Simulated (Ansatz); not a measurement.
# SiC: the cost of one run

Method: DFT PBE, scalar-relativistic, plane waves, PAW, in Ansatz 0.2.0.

3 further runs of the same task are left out: 1 that didn't finish, 2 set aside as unsound or not needed.

## 1. The starting structure

Symmetry: P6_3mc, No. 186, hexagonal system. The conventional cell has a = 3.094 Å, b = 3.094 Å, c = 10.129 Å, α = 90.00°, β = 90.00°, γ = 120.00°. Si (site symmetry 3m) has 4 C at 1.90 Å as nearest neighbours. Around Si (site symmetry 3m) lie 4 C at 1.89 to 1.90 Å. C (site symmetry 3m) is surrounded by 4 Si at 1.89 to 1.90 Å. C (site symmetry 3m) has 4 Si at 1.90 Å as nearest neighbours.

Coordinates:

```xyz
8
Lattice="3.0941 0.0000 0.0000 -1.5471 2.6796 0.0000 0.0000 0.0000 10.1293" Properties=species:S:1:pos:R:3 pbc="T T T"
Si    1.5471    0.8932    9.4997
Si    0.0000    1.7864    4.4351
Si    0.0000    0.0000    6.9680
Si    0.0000    0.0000    1.9033
C     1.5471    0.8932    7.5951
C     0.0000    1.7864    2.5304
C     0.0000    0.0000    5.0692
C     0.0000    0.0000    0.0045
```

It goes back to an entry of the Materials Project.

This cell was relaxed beforehand with the same method: volume 10.50 Å³/atom, gap on the mesh 2.22 eV.

## 2. Zero of energy

The reference gives a free energy of -3548.6464 eV, pressure 0.00 GPa, largest force 0.000 eV/Å and gap on the mesh 2.22 eV. It was computed beforehand with the settings of the runs below.

## 3. Setting up moving one atom along a line

Atom 3 (Si) is moved by x along the Cartesian unit vector (-0.500, -0.866, 0.000); the cell and all other atoms stay fixed. Forces below are components along that vector, summed over the moved atoms. In a periodic cell its images move with it.

## 4. Point x = -0.450 Å

File input.yaml:

```yaml
crystal:
  lattice:
    - [3.0941201807, 0.0, 0.0]
    - [-1.5470600903, 2.6795866789, 0.0]
    - [0.0, 0.0, 10.1293391985]
  atoms:
    - { symbol: Si, position: [0.6666666667, 0.3333333333, 0.9378441878] }
    - { symbol: Si, position: [0.3333333333, 0.6666666667, 0.4378441878] }
    - { symbol: Si, position: [0.1454371433, 0.1454371433, 0.6878995565] }
    - { symbol: Si, position: [0.0, 0.0, 0.1878995565] }
    - { symbol: C, position: [0.6666666667, 0.3333333333, 0.7498074459] }
    - { symbol: C, position: [0.3333333333, 0.6666666667, 0.2498074459] }
    - { symbol: C, position: [0.0, 0.0, 0.5004478098] }
    - { symbol: C, position: [0.0, 0.0, 0.0004478098] }
basis:
  ecutwfc: 420
kpoints:
  mp_grid: { grid: [12, 12, 4] }
hamiltonian:
  xc: pbe
scf:
  occupations: { method: gaussian, width: 0.05 }
output:
  forces: true
  stress: true
  eigenvalues: true
```

Command:

```bash
$ ansatz run input.yaml --threads 2 --pin off --max-ram 5120MiB --backend cpu --events-out ev --progress --plain --runs-dir out
```

What time and memory should one allow on 2 threads of Intel Xeon 6975P-C (Granite Rapids), shared host?

About 12 s, with a peak of 0.76 GiB.
